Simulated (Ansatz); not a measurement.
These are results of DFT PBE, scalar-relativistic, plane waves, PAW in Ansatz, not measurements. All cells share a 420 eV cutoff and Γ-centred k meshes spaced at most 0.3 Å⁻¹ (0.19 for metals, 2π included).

Temperature and zero-point effects are left out. Only the structures computed here compete, so a lower one can exist. Spin–orbit coupling is left out. No run is spin-polarised.

3 distinct structures were compared, and only named types are asked about.

Which is lower for PbF2, the fluorite or the cotunnite structure, and by how much?

The fluorite structure, by 22 meV/atom. It takes 18.0 Å³/atom against 17.0.